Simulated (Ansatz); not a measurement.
**SnO2 — ¹⁷O NMR of the central transition**

Cell: a computed structure from the Materials Project (it need not be an observed phase), atoms as given.

Space group Pnma (No. 62); a = 9.3347, b = 3.2246, c = 11.3536 Å.

```csv
site,Wyckoff,site symmetry,x,y,z
Sn1,4c,.m.,0.4126,0.7500,0.6027
Sn5,4c,.m.,0.5524,0.2500,0.8830
O9,4c,.m.,0.9210,0.7500,0.5712
O13,4c,.m.,0.0336,0.7500,0.2139
O17,4c,.m.,0.6157,0.7500,0.5131
O21,4c,.m.,0.8046,0.2500,0.3522
```

One atom of each set is listed.

All values are calculated (Ansatz; DFT, LDA, plane waves and PAW (field gradients read without the response of the frozen cores, which leaves them typically 4 to 6 % off), scalar-relativistic, 420 eV cutoff, Γ-centred 3×6×2 k-points, Fermi–Dirac smearing 0.02 eV), not measured.

¹⁷O has I = 5/2 and Q = -25.58 mb (Pyykkö 2018); at 7.05 T its Larmor frequency is ν₀ = 40.7 MHz. Only the quadrupole interaction is simulated: positions count from each site's isotropic chemical shift, and J coupling is left out, as are shift anisotropy and dipolar coupling, which fast spinning averages.

Problem. What does the ¹⁷O spectrum (fast magic-angle spinning) show for each site?

Solution. 

```json
{"site": "O9", "first shell": "3 Sn at 2.09–2.15 Å", "C_Q (MHz)": "4.36", "η": "0.03", "P_Q (MHz)": "4.36", "δ_QIS (ppm)": "-68.9", "breadth (kHz)": "6.06"}
{"site": "O13", "first shell": "3 Sn at 2.08–2.11 Å", "C_Q (MHz)": "7.33", "η": "0.08", "P_Q (MHz)": "7.33", "δ_QIS (ppm)": "-195", "breadth (kHz)": "17.4"}
{"site": "O17", "first shell": "3 Sn at 2.10–2.15 Å", "C_Q (MHz)": "4.44", "η": "0.06", "P_Q (MHz)": "4.44", "δ_QIS (ppm)": "-71.5", "breadth (kHz)": "6.35"}
{"site": "O21", "first shell": "3 Sn at 2.09–2.12 Å", "C_Q (MHz)": "6.86", "η": "0.07", "P_Q (MHz)": "6.87", "δ_QIS (ppm)": "-171", "breadth (kHz)": "15.2"}
```

δ_QIS = −(ν_Q²/30ν₀²)[I(I+1) − 3/4](1 + η²/3) × 10⁶ ppm with ν_Q = 3|C_Q|/[2I(2I−1)]; it falls as 1/B₀² in ppm, and the breadth as 1/B₀ in kHz.

The broadest static pattern spans 44 kHz. The table holds for spinning faster than that; slower spinning leaves sidebands.

At O9, O13, O17 and O21 V_zz stands upright on the plane through its three neighbours (within 6°) in each case.

At this cell the LDA pressure is -9 GPa, so with LDA the cell would shrink if it were relaxed. The largest force is 0.6 eV/Å, so the atoms aren't at the calculated equilibrium and relaxing them would move these values. Without spin–orbit coupling (the program notes it for Sn) the gradients can shift somewhat, as the gap is small.
